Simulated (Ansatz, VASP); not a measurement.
**CaO in VASP and in Ansatz**

Contents of INCAR:

```
SYSTEM = CaO
PREC = Accurate ; ENCUT = 520
EDIFF = 1E-7 ; ISMEAR = 0
SIGMA = 0.05 ; LREAL = .False.
LASPH = .True. ; NELM = 100
ALGO = Normal ; ISIF = 2
LWAVE = .False. ; LCHARG = .False.
NBANDS = 15
```

The input KPOINTS:

```
regular mesh
0
Gamma
  8 8 8
  0 0 0
```

POSCAR

```
CaO
1.0
    0.0000000000      2.3755300000      2.5224700000
    2.3755300000      0.0000000000      2.5224700000
    2.3755300000      2.3755300000      0.0000000000
Ca O
1 1
Direct
    0.0000000000      0.0000000000      0.0000000000
    0.5000000000      0.5000000000      0.5000000000
```

Input for Ansatz:

```yaml
crystal:
  lattice:
    - [0.0, 2.37553, 2.52247]
    - [2.37553, 0.0, 2.52247]
    - [2.37553, 2.37553, 0.0]
  atoms:
    - { symbol: Ca, position: [0.0, 0.0, 0.0] }
    - { symbol: O, position: [0.5, 0.5, 0.5] }
basis:
  ecutwfc: 420
kpoints:
  mp_grid: { grid: [8, 8, 8] }
hamiltonian:
  xc: lda
scf:
  occupations: { method: gaussian, width: 0.05 }
output:
  forces: true
  stress: true
  eigenvalues: true
```

Change from the starting cell: strain -0.030 along x and y, +0.030 along z, atoms carried along.

Alike in both runs: task single point; functional LDA; k mesh 8 × 8 × 8; occupations gaussian, width 0.05 eV; no spin polarisation.

```csv
,VASP,Ansatz
version,VASP 6.6.1,Ansatz 0.2.0
potentials or method,"VASP PAW LDA potentials, release 64 (Ca_sv, O)","scalar-relativistic, plane waves, PAW"
plane-wave cutoff (eV),520,420
valence electrons in the cell,16,16
```

|  | VASP | Ansatz | Ansatz less VASP |
| --- | --- | --- | --- |
| gap on the k mesh at the Fermi level (eV) | 3.39 | 3.42 | +0.028 |
| least direct gap on the mesh (eV) | 3.81 | 3.83 | +0.028 |
| pressure (GPa) | -7.8 | -8.5 | -0.70 |
| largest component of the traceless stress (GPa) | 4.41 | 4.15 | -0.261 |

A k mesh can miss the band edges.
